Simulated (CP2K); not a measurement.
Au under changes of volume

One of the cells (18.207 Å³/atom); the others are scaled copies at fixed shape and fractional positions:

```
CELL_PARAMETERS angstrom
2.87047 0.00000 0.00000
-0.95682 2.70631 0.00000
-0.95682 -1.35315 2.34373
ATOMIC_POSITIONS crystal
Au 0.00000 0.00000 0.00000
```

This isn't the form of Au at room conditions, which is fcc.

```yaml
Program: CP2K 2026.2
Functional: PBE
Potentials_or_basis: POTENTIAL_UZH Au GTH-PBE-q11; TZVP-MOLOPT-PBE-GTH basis
Density_cutoff: 6803 eV
k_mesh: 11 × 11 × 11
Occupations: fermi-dirac, width 0.05 eV
Spin: no spin polarisation
```

```csv
volume (Å³/atom),energy over the lowest point (meV/atom),pressure (GPa)
17.115,?,?
17.479,32.05,9.8
17.843,14.08,6.2
18.207,3.70,3.0
18.571,0.00,0.2
18.935,2.21,-2.2
19.299,9.64,-4.4
```

**Question.** What does the run at 17.115 Å³/atom give?

**Answer.** Energy over the lowest point 58.68 meV/atom; pressure 13.9 GPa.

Worked out: A Birch-Murnaghan fit of order 3 (a polynomial in V^(-2/3)) to the other rows has its minimum at 18.61 Å³/atom with B0 = V·E''(V) = 131 GPa and B' = 5.4. It gives 58.60 meV/atom at 17.115 Å³/atom, against the run's 58.68, and -dE/dV = 13.7 GPa, against 13.9.

Energies are extrapolated to zero smearing.

Caveats: with these potentials and basis sets, volumes of gold and of layered tellurides can stand 1.5 % and more from those of plane-wave programs; the basis of atomic orbitals isn't converged, which shifts pressures, moduli and gaps.
